Q: I have several band-gap calculations for hexagonal diamond, with the atoms in the same places each time. One FLEUR run, at 4 Kmax, is still hidden from me. Can you tell me its gap from the other rows?

PBE band gaps of hexagonal diamond (4-atom cell, atoms not relaxed) from the programs listed, without spin polarisation or spin-orbit coupling. All runs use a 12x12x7 k mesh and Fermi-Dirac smearing of 0.05 eV, and both gaps are taken on that mesh. Kmax values are in inverse bohr.

| program | potentials | basis | gap (eV) | direct gap (eV) |
| --- | --- | --- | --- | --- |
| FLEUR | all electron | 4 Kmax | ? | ? |
| FLEUR | all electron | 5.33 Kmax | 3.380 | 4.762 |
| FLEUR | all electron | 5 Kmax | 3.381 | 4.765 |
| FLEUR | all electron | 4.5 Kmax | 3.383 | 4.785 |
| Ansatz | Ansatz PAW | 420 eV | 3.389 | 4.763 |
| FLEUR | all electron | 3.5 Kmax | 3.417 | 4.786 |
| SIESTA | PseudoDojo 0.4 standard NC | DZP | 3.494 | 4.827 |
| SIESTA | PseudoDojo 0.4 standard, converted to PSML | SZP | 4.129 | 4.975 |
| SIESTA | PseudoDojo 0.4 standard, converted to PSML | TZ | 4.926 | 5.083 |

A: I can try, because the hidden run has FLEUR neighbours on both sides, at 3.5 and 4.5 Kmax. Kmax is the largest wavevector, in inverse bohr, of the plane waves from which the program builds the electron states. A higher Kmax lets it draw finer detail. The gap is the distance from the highest filled level to the lowest empty one, and the direct gap is the smallest such distance at a single wavevector. Both are taken here on the k mesh given above, so they could miss a band edge that lies between its points.

Q: Why should the gap depend on Kmax in any orderly way?

A: FLEUR describes the sharp wiggles near each nucleus with atomic functions inside a sphere. The plane waves have to carry only the smooth part between the spheres. The plane-wave content of a smooth function dies off quickly, roughly exponentially, as the wavevector grows. What a cutoff throws away should therefore shrink in the same way, and with it the error of each level and of the gap.

Q: Then put a number on it.

A: I take an exponential approach to a constant and fit it to the four known FLEUR gaps. With $K$ for Kmax, this gives

$$E_\text{gap}(K) \approx 3.380 + 0.037\,e^{-2.4\,(K-3.5)}\ \text{eV}.$$

At $K=4$ the exponent is $-1.2$ and the exponential is 0.30. The correction is then $0.037\times0.30=0.011$ eV, and the gap comes to 3.391 eV. Three constants on four rows make this a way to interpolate, not a test of the exponential law.

Q: How far would you trust it?

A: My forecast is 3.39 ± 0.02 eV, between the two neighbours and nearer to the 4.5 Kmax value. For the direct gap, which changes less evenly, I use a straight line through the same four rows and expect 4.78 ± 0.02 eV, near its neighbours. The error bar is the size of the sudden drop in the direct gap between 4.5 and 5 Kmax. A gap is a difference of two levels, so it need not change steadily even when each level does.

Q: Here is the hidden row.

The withheld rows as computed:

| program | potentials | basis | gap (eV) | direct gap (eV) |
| --- | --- | --- | --- | --- |
| FLEUR | all electron | 4 Kmax | 3.266 | 4.738 |

A: Both forecasts fail. The computed gap is 3.266 eV, so mine was 0.125 eV too high, about six times my error bar. The direct gap was forecast 0.045 eV too high, more than twice the bar. Neither value even lies between its neighbours. The table also held a clue that I did not use: its rows run in order of rising gap, and the hidden one stood first.

Q: Is the hidden run wrong, or is your exponential?

A: The run is the odd one out. FLEUR at 5.33 Kmax and Ansatz, which uses a different basis and treats the atomic cores differently, agree on the gap to within 0.01 eV. The run at 4 Kmax lies 0.114 eV below the 5.33 Kmax value, whereas the coarser run at 3.5 Kmax lies only 0.037 eV above it. If the cutoff were the only thing that changed, a deep dip between two well-behaved neighbours would be surprising.

The run settings show that something else did change. Inside each atomic sphere FLEUR sorts the functions by angular momentum and keeps them only up to a limit. That limit is 4 in the run at 4 Kmax but 5 in the runs at 3.5 and 4.5 Kmax, while the sphere radius is the same in all three. To continue a plane wave into a sphere takes many angular momenta, and more of them the larger its wavevector. If the limit is too low, part of the wave is cut off at the surface together with its kinetic energy, and levels can come out too low. The gap shrinks if the lowest empty level drops more than the highest filled one. The lower limit is the likely cause of the dip, though no run here changes the limit alone. Repeating the run at 4 Kmax with a limit of 5 would test it. My error bar came from the unevenness of the known rows, so it could not cover a change of that kind.

Q: Can the rest of a basis really outweigh the number on its label?

A: In the SIESTA rows it does. SIESTA builds the electron states from atom-centred orbitals, and its labels count how many radial shapes the s and p orbitals each get: one for SZP, two for DZP, three for TZ. The P stands for a polarisation shell, which for carbon is a set of d functions. By its count of radial shapes TZ looks the best of the three, yet its gap is 1.546 eV above that of FLEUR at 5.33 Kmax, against 0.749 eV for SZP.

Q: So three radial shapes are worse than one?

A: They are no substitute for a new angular shape. TZ has three s and nine p functions on each atom, 12 in all. DZP has two s, six p and five d functions, 13 in all, and its gap is only 0.114 eV too high by the same measure. With nearly the same number of functions, the error differs by more than a factor of ten. SZP has the d shell but only one radial shape for s and p, and it falls in between, which suggests that both kinds of freedom count. The comparison is not perfectly clean, because the DZP run also lets its orbitals reach further from the atom, which usually improves such a basis. SZP and TZ share the same potentials and the same setting for that reach, so between those two the set of shapes is what differs.

Q: Why does a poor orbital basis make the gap too large and not too small?

A: In a given potential, adding functions can only lower the calculated levels or leave them where they are. The filled bonding states of carbon resemble combinations of the free atom's s and p orbitals, so a small basis usually describes them better than the empty states. Those have more nodes and a less atom-like shape, and they tend to gain more from d functions. They then come down further than the filled ones, and the gap narrows. The outputs of the SIESTA runs fit this argument. TZ gives a lower total energy than SZP, so it describes the filled states better as a whole. Yet without d functions its lowest empty level lies 1.53 eV above that of SZP, and its highest filled level only 0.73 eV above. The direct gap fits less well: with TZ it is only 0.108 eV larger than with SZP, against 0.797 eV for the gap. The extra rise is therefore not common to all empty states, and my argument does not explain why it is so strong at the lowest one.

Q: Is there a simpler case that shows why a new angular shape matters?

A: Take a hydrogen atom in a weak electric field. The field pushes the electron cloud to one side, but any sum of s functions centred on the nucleus stays spherical, however many you add. A single p function lets the cloud shift. The comparison has a bound: in the crystal, orbitals on neighbouring atoms can partly stand in for the d functions, so a basis without them is poor but not helpless.

Q: My process model needs one gap. Could I take the TZ value, since PBE gaps are usually too small?

A: No. The TZ gap is larger because its basis is poor, most likely for the empty states, and that error does not repair the functional. For this unrelaxed cell at the PBE level I would use about 3.38 eV, where FLEUR at high cutoff and Ansatz meet, and treat the usual PBE shortfall as a separate correction. When you check a basis, change one ingredient at a time, because a higher cutoff or more radial shapes promise a better gap only if the rest of the basis keeps its quality. The printed analysis below gives both fits and the distance of each row from the 5.33 Kmax run.

Numerical output:

```
fit of result_gap on 4 rows (fl): constant 3.38 +/- 0.0002, coefficient of exp(-s*dK) 0.03725 +/- 0.0004, s 2.417; rms 0.000166, worst FLEUR -0.000261, leave-one-out rms 0.0125
  rows outside the fit (model, value, miss): FLEUR 3.391, 3.266, 0.125; Ansatz 3.38, 3.389, -0.00925; SIESTA 3.38, 3.494, -0.114; SIESTA 3.38, 4.129, -0.749; SIESTA 3.38, 4.926, -1.55
fit of result_direct_gap on 4 rows (fl): constant 4.838 +/- 0.026, coefficient of Kl -0.01393 +/- 0.0056; rms 0.00544, worst FLEUR -0.00935, leave-one-out rms 0.0149
  rows outside the fit (model, value, miss): FLEUR 4.783, 4.738, 0.0446; Ansatz 4.764, 4.763, 0.00109; SIESTA 4.764, 4.827, -0.0629; SIESTA 4.764, 4.975, -0.211; SIESTA 4.764, 5.083, -0.319
error bar set for both forecasts, eV: 0.02
fall of the direct gap from 4.5 to 5 Kmax, eV: 0.02
rival forecast of the gap, midpoint of 3.5 and 4.5 Kmax, eV: 3.4
gap, TZ less SZP, eV: 0.797
direct gap, TZ less SZP, eV: 0.108
Differences from FLEUR at 5.33 Kmax:
     row  gap difference in eV  direct gap difference in eV
   FLEUR                -0.114                       -0.024
   FLEUR                     0                            0
   FLEUR                 0.001                        0.003
   FLEUR                 0.003                        0.023
  Ansatz                 0.009                        0.001
   FLEUR                 0.037                        0.024
  SIESTA                 0.114                        0.065
  SIESTA                 0.749                        0.213
  SIESTA                 1.546                        0.321
```
